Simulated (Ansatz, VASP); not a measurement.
One calculation of Mo, two programs

```
Mo
1.0
    -1.52387    1.52387    1.52387
     1.52387   -1.52387    1.52387
     1.52387    1.52387   -1.52387
Mo
1
Direct
  0.00000 0.00000 0.00000
```

Change from the starting cell: strain -0.030 along x and y, -0.030 along z, atoms carried along.

Alike in both runs: task single point; functional r2SCAN; k mesh 22 × 22 × 22; occupations gaussian, width 0.15 eV; no spin polarisation.

|  | VASP | Ansatz |
| --- | --- | --- |
| version | VASP 6.6.1 | Ansatz 0.2.0 |
| potentials or method | VASP PAW PBE potentials, release 64 (Mo_sv) | scalar-relativistic, plane waves, PAW |
| plane-wave cutoff (eV) | 520 | 500 |
| valence electrons in the cell | 14 | 14 |

```csv
,VASP,Ansatz,Ansatz less VASP
gap on the k mesh at the Fermi level (eV),none,none,-
pressure (GPa),34.8,33.1,-1.76
```

A gap of «none» marks a metal or a gap that the smearing closes.

Caveats: so large a pressure means that the cell lies far from this level's equilibrium, or that cutoff or potentials fall short (VASP); the potentials were made for another functional, which shifts forces and pressure (VASP).
